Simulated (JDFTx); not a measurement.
Zr under changes of volume

One of the cells (23.281 Å³/atom); the others are scaled copies at fixed shape and fractional positions:

```
Zr
1.0
     3.23200    0.00000    0.00000
    -1.61600    2.79899    0.00000
     0.00000    0.00000    5.14700
Zr
2
Direct
  0.66667 0.33333 0.75000
  0.33333 0.66667 0.25000
```

```yaml
Program: JDFTx 1.7.0 (patched build)
Functional: PBEsol
Potentials_or_basis: PseudoDojo-SR-PBEsol-0.4.1-standard with smoothed tails
Cutoff: 898 eV
Density_cutoff: 7184 eV
k_mesh: 9 × 9 × 5
Occupations: fermi-dirac, width 0.05 eV
Spin: no spin polarisation
```

```tsv
volume (Å³/atom)	energy over the lowest point (meV/atom)	pressure (GPa)
21.884	?	?
22.350	0.00	0.7
22.815	0.87	-1.3
23.281	7.36	-3.2
23.746	19.01	-4.9
24.212	35.43	-6.5
24.678	56.22	-7.9
```

Question: What does the run at 21.884 Å³/atom give?

Answer: Energy over the lowest point 5.25 meV/atom; pressure 2.9 GPa.

Worked out: A Birch-Murnaghan fit of order 3 (a polynomial in V^(-2/3)) to the other rows has its minimum at 22.51 Å³/atom with B0 = V·E''(V) = 99 GPa and B' = 3.1 at fixed shape and positions, which overstates the stiffness. It gives 5.26 meV/atom at 21.884 Å³/atom, against the run's 5.25, and -dE/dV = 2.9 GPa, against 2.9.

Energies are extrapolated to zero smearing.
